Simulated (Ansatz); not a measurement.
AlN: a jump of N

Computed with DFT PBE, scalar-relativistic, plane waves, PAW in Ansatz. Settings: 420 eV cutoff, 2×2×2 k-mesh, Gaussian smearing of 0.02 eV, collinear spin.

In a supercell of 32 host sites, interstitial N hops to an equivalent place, moving 1.45 Å between the relaxed ends. Climbing-image nudged elastic band at fixed cell with images 0 (start) to 6 (end), the path measured over all atoms, converged to 0.05 eV/Å; the order of the saddle wasn't checked, and the small cell leaves errors of about a tenth of an eV.

With moments and this functional the run may sit in a state above the lowest one. The starting moments were lost, and the run ended without a moment.

Command:

```bash
ansatz run input.yaml --threads 4 --pin off --max-ram 8192MiB --backend cpu --events-out ev --progress --plain --runs-dir out
```

Input:

```yaml
crystal:
  lattice:
    - [3.1302084199, -5.4216800216, 0.0]
    - [-6.2604168399, 0.0, 0.0]
    - [0.0, 0.0, -10.0360866438]
  atoms:
    - { symbol: Al, position: [0.3355164558, 0.1669587155, 0.2520194573] }
    - { symbol: Al, position: [0.3317320695, 0.1328842153, 0.7435200152] }
    - { symbol: Al, position: [0.8311697822, 0.1658354415, 0.2521304087] }
    - { symbol: Al, position: [0.807101461, 0.1372519899, 0.7470422098] }
    - { symbol: Al, position: [0.336772654, 0.6722312546, 0.2552740499] }
    - { symbol: Al, position: [0.3380850706, 0.6774582163, 0.7387341127] }
    - { symbol: Al, position: [0.8340859423, 0.6668654088, 0.2482824895] }
    - { symbol: Al, position: [0.8283684702, 0.6547217953, 0.752358251] }
    - { symbol: Al, position: [0.1673701726, 0.3410849482, 0.0186085672] }
    - { symbol: Al, position: [0.1650026468, 0.328576833, 0.4983937874] }
    - { symbol: Al, position: [0.6653781136, 0.3318199284, 0.0021148078] }
    - { symbol: Al, position: [0.6681802034, 0.3332420093, 0.4995673993] }
    - { symbol: Al, position: [0.1692733846, 0.8369911497, 0.0001425577] }
    - { symbol: Al, position: [0.1617660107, 0.8292873039, 0.4979546094] }
    - { symbol: Al, position: [0.6666995055, 0.8348951109, 0.0008591531] }
    - { symbol: Al, position: [0.669948327, 0.8299807294, 0.4989408962] }
    - { symbol: "N", position: [0.3368746325, 0.1706426505, 0.0641806848] }
    - { symbol: "N", position: [0.3339600734, 0.1636596895, 0.5572897247] }
    - { symbol: "N", position: [0.8292874216, 0.1671164199, 0.0644001334] }
    - { symbol: "N", position: [0.8324968539, 0.1639376826, 0.5596040519] }
    - { symbol: "N", position: [0.3402360074, 0.6802239967, 0.0703918619] }
    - { symbol: "N", position: [0.3331894857, 0.6641808254, 0.552895896] }
    - { symbol: "N", position: [0.8341426673, 0.6672288331, 0.0576457508] }
    - { symbol: "N", position: [0.8325849941, 0.6628283727, 0.5614857651] }
    - { symbol: "N", position: [0.1666338278, 0.3334246574, 0.309630174] }
    - { symbol: "N", position: [0.1817836219, 0.4082649279, 0.838153133], spin: -0.13 }
    - { symbol: "N", position: [0.6683193275, 0.3352864747, 0.3113825466] }
    - { symbol: "N", position: [0.6563649137, 0.3162852375, 0.8090105423] }
    - { symbol: "N", position: [0.1645546601, 0.8343893902, 0.31101692] }
    - { symbol: "N", position: [0.16184787, 0.8110364071, 0.8086702508] }
    - { symbol: "N", position: [0.6709894235, 0.8340521544, 0.3117695957] }
    - { symbol: "N", position: [0.647718279, 0.808457597, 0.8090700853] }
    - { symbol: "N", position: [0.0839861849, 0.1577215439, 0.8245363113] }
basis:
  ecutwfc: 420
  xc_grid: 2
kpoints:
  mp_grid: { grid: [2, 2, 2], shift: [0.0, 0.0, 0.0] }
hamiltonian:
  xc: pbe
scf:
  occupations: { method: gaussian, width: 0.02 }
output:
  forces: true
magnetization:
  spin_polarized: true
neb:
  images: 5
  f_tol: 0.05
  max_iterations: 70
  order_check: false
  final_atoms:
    - { symbol: Al, position: [0.3355164558, 0.1685577403, 0.2520194573] }
    - { symbol: Al, position: [0.3317320695, 0.1988478542, 0.7435200152] }
    - { symbol: Al, position: [0.8340859423, 0.1672205335, 0.2482824895] }
    - { symbol: Al, position: [0.8283684702, 0.1736466749, 0.752358251] }
    - { symbol: Al, position: [0.336772654, 0.6645413994, 0.2552740499] }
    - { symbol: Al, position: [0.3380850706, 0.6606268542, 0.7387341127] }
    - { symbol: Al, position: [0.8311697822, 0.6653343407, 0.2521304087] }
    - { symbol: Al, position: [0.807101461, 0.669849471, 0.7470422098] }
    - { symbol: Al, position: [0.1692733846, 0.3322822348, 0.0001425577] }
    - { symbol: Al, position: [0.1617660107, 0.3324787069, 0.4979546094] }
    - { symbol: Al, position: [0.6653781136, 0.3335581851, 0.0021148078] }
    - { symbol: Al, position: [0.6681802034, 0.3349381942, 0.4995673993] }
    - { symbol: Al, position: [0.1673701726, 0.8262852244, 0.0186085672] }
    - { symbol: Al, position: [0.1650026468, 0.8364258138, 0.4983937874] }
    - { symbol: Al, position: [0.6666995055, 0.8318043945, 0.0008591531] }
    - { symbol: Al, position: [0.669948327, 0.8399675977, 0.4989408962] }
    - { symbol: "N", position: [0.3368746325, 0.166231982, 0.0641806848] }
    - { symbol: "N", position: [0.3339600734, 0.1703003839, 0.5572897247] }
    - { symbol: "N", position: [0.8341426673, 0.1669138341, 0.0576457508] }
    - { symbol: "N", position: [0.8325849941, 0.1697566214, 0.5614857651] }
    - { symbol: "N", position: [0.3402360074, 0.6600120108, 0.0703918619] }
    - { symbol: "N", position: [0.3331894857, 0.6690086603, 0.552895896] }
    - { symbol: "N", position: [0.8292874216, 0.6621710017, 0.0644001334] }
    - { symbol: "N", position: [0.8324968539, 0.6685591712, 0.5596040519] }
    - { symbol: "N", position: [0.1645546601, 0.3301652699, 0.31101692] }
    - { symbol: "N", position: [0.16184787, 0.3508114629, 0.8086702508] }
    - { symbol: "N", position: [0.6683193275, 0.3330328528, 0.3113825466] }
    - { symbol: "N", position: [0.6563649137, 0.3400796761, 0.8090105423] }
    - { symbol: "N", position: [0.1666338278, 0.8332091704, 0.309630174] }
    - { symbol: "N", position: [0.1817836219, 0.773518694, 0.838153133] }
    - { symbol: "N", position: [0.6709894235, 0.8369372692, 0.3117695957] }
    - { symbol: "N", position: [0.647718279, 0.8392606819, 0.8090700853] }
    - { symbol: "N", position: [0.0839861849, -0.073735359, 0.8245363113] }
```

Course of the band:

| iteration | largest band force (eV/Å) | climbing image | energies over image 0 (eV) |
| --- | --- | --- | --- |
| 1 | 7.746 | none | 0.000 0.620 1.831 2.383 1.836 0.620 0.000 |
| 2 | 4.053 | none | 0.000 0.318 1.165 1.605 1.182 0.320 0.000 |
| 3 | 1.415 | none | 0.000 0.131 0.722 1.231 0.746 0.131 0.000 |
| 4 | 0.290 | 3 | 0.000 0.109 0.709 1.192 0.719 0.110 0.000 |
| 5 | 0.121 | 3 | 0.000 0.108 0.699 1.188 0.703 0.110 0.000 |
| 6 | 0.091 | 3 | 0.000 0.106 0.695 1.187 0.700 0.108 0.000 |
| 7 | 0.068 | 3 | 0.000 0.106 0.692 1.187 0.695 0.108 0.000 |
| 8 | 0.030 | 3 | 0.000 0.106 0.691 1.187 0.695 0.107 0.000 |
| 9 | 0.030 | 3 | 0.000 0.128 0.713 1.209 0.717 0.129 0.000 |

Final band:

```
image path (Å) E − E(0) (eV) N x (Å) N y (Å) N z (Å) force on N (eV/Å)
    0      0.00          0.000   -0.725   -0.455   -8.275               0.01
    1      0.34          0.128   -0.536   -0.397   -8.323               0.66
    2      0.67          0.713   -0.295   -0.365   -8.342               2.22
    3      1.01          1.209    0.000   -0.376   -8.344               0.02
    4      1.34          0.717    0.298   -0.358   -8.338               1.87
    5      1.68          0.129    0.537   -0.390   -8.322               0.64
    6      2.02          0.000    0.725   -0.455   -8.275               0.01
```

Barrier 1.21 eV. The run took 18 min on 4 threads of Arm Neoverse V1 (shared host), peak memory 3.2 GiB.